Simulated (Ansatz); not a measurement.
Runs of Ansatz 0.2.0 on Pt. Symmetry: Im-3m, No. 229, cubic system. The conventional cell has a = 3.168 Å, b = 3.168 Å, c = 3.168 Å, α = 90.00°, β = 90.00°, γ = 90.00°. Pt (site symmetry m-3m) is surrounded by 8 Pt at 2.74 Å. This isn't the form of Pt at room conditions, which is fcc.

| task | level | spin | cell | k mesh | cutoff (eV) | smearing | points for each segment of the path | gap on the mesh (eV) | pressure (GPa) | relaxed volume (Å³/atom) |
| --- | --- | --- | --- | --- | --- | --- | --- | --- | --- | --- |
| relaxation of cell and atoms | BLYP | off | relaxed | 12 × 12 × 12 | 420 | fermi-dirac 0.05 eV | - | none | 0.0 | 16.81 |
| band structure | r2SCAN | off | as given | 12 × 12 × 12 | 500 | fermi-dirac 0.05 eV | 14 | none | -6.9 | - |
| band structure | BLYP | off | as given | 12 × 12 × 12 | 420 | fermi-dirac 0.05 eV | 14 | none | (c) | - |
| relaxation of cell and atoms | PBEsol | off | relaxed | 12 × 12 × 12 | 420 | fermi-dirac 0.05 eV | - | none | 0.0 | (a) |
| band structure | PBEsol | SOC, no magnetisation | as given | 9 × 9 × 9 | 420 | fermi-dirac 0.05 eV | 14 | none | -11.0 | - |
| band structure | revPBE | off | as given | 12 × 12 × 12 | 420 | fermi-dirac 0.05 eV | 14 | none | 1.6 | - |
| single point | PBE | off | as given | 12 × 12 × 12 | 420 | gaussian 0.012 eV | - | none | -1.4 | - |
| relaxation of cell and atoms | revPBE | off | relaxed | 12 × 12 × 12 | 420 | fermi-dirac 0.05 eV | - | none | 0.0 | (b) |

Alike in all rows: potentials or basis Ansatz PAW.

Q: Fill in the values left out.

A: (a) 15.19; (b) 16.01; (c) 12.4.

Caveats: the PAW data sets come from PBE, with cores solved anew for the run's functional, which leaves a small shift of forces and pressure (some runs); the plane-wave basis is chosen anew once the cell has moved, so the energies of steps on either side of that aren't comparable (some runs); spin-orbit coupling is left out, which moves the levels of the heavy elements (some runs).

A k mesh can miss the band edges, and rows without SOC leave out spin-orbit coupling on Pt.

A gap of «none» marks a metal or a gap under the smearing width.
